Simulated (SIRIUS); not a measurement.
Here is a SIRIUS 7.10.0 calculation.

sirius.json

```json
{
  "control": {
    "processing_unit": "cpu",
    "verbosity": 2,
    "num_bands_to_print": 15,
    "print_forces": true,
    "print_stress": true
  },
  "parameters": {
    "electronic_structure_method": "pseudopotential",
    "xc_functionals": ["XC_GGA_X_PBE", "XC_GGA_C_PBE"],
    "gk_cutoff": 9.2,
    "pw_cutoff": 18.4,
    "ngridk": [7, 6, 4],
    "shiftk": [0, 0, 0],
    "smearing": "fermi_dirac",
    "smearing_width": 0.0018374661,
    "num_bands": 15,
    "num_mag_dims": 0,
    "num_dft_iter": 100,
    "energy_tol": 1e-08,
    "density_tol": 1e-06
  },
  "iterative_solver": {
    "type": "davidson",
    "min_tolerance": 1e-09,
    "tolerance_scale": [0.1, 0.25]
  },
  "mixer": {
    "type": "anderson",
    "beta": 0.7,
    "max_history": 8
  },
  "settings": {
    "tol_ne": 1e-10,
    "pseudo_grid_cutoff": 6.5
  },
  "unit_cell": {
    "lattice_vectors": [
      [-0.111946166198, -3.141425548472, -3.175886801951],
      [-3.572711827053, 0.07632826805, -3.364161236199],
      [3.170390628004, 3.303927652169, -6.4023295414]
    ],
    "atom_coordinate_units": "lattice",
    "atom_types": ["B", "N"],
    "atom_files": {
      "B": "B.json",
      "N": "N.json"
    },
    "atoms": {
      "B": [
        [0.5913723, 0.47881937, 0.48939368],
        [0.93612734, 0.97668587, 0.00518336]
      ],
      "N": [
        [0.38773837, 0.42914493, 0.95155581],
        [0.83476198, 0.86534984, 0.30386715]
      ]
    }
  }
}
```

Potentials or basis: PseudoDojo 0.5 PBE stringent (scalar relativistic).

Run with:

```console
$ upf_to_json B.upf
$ upf_to_json N.upf
$ OMP_NUM_THREADS=1 sirius.scf --input=sirius.json --output=out.json --task=0
```

**Question.** Estimate the pressure.

**Answer.** 168.8 GPa.

**Question.** What does it give for the largest force?

**Answer.** 26.624 eV/Å.

**Question.** What does it give for the band gap on the k mesh?

**Answer.** 1.01 eV.

Forces on the atoms (eV/Å):
```
B     2.317   3.846   2.824
B    -6.665  -9.860   1.974
N    -8.845  -6.469  14.668
N    13.193  12.482 -19.467
```

Caveat: the k mesh is coarse (spacing up to 0.47 Å⁻¹), so the values aren't converged; the cell as given lies far from equilibrium; an odd mesh through Γ misses points on the zone boundary, where band edges often lie; forces of over 1 eV/Å show positions far from the minimum, so gaps and moduli don't describe the material at rest.
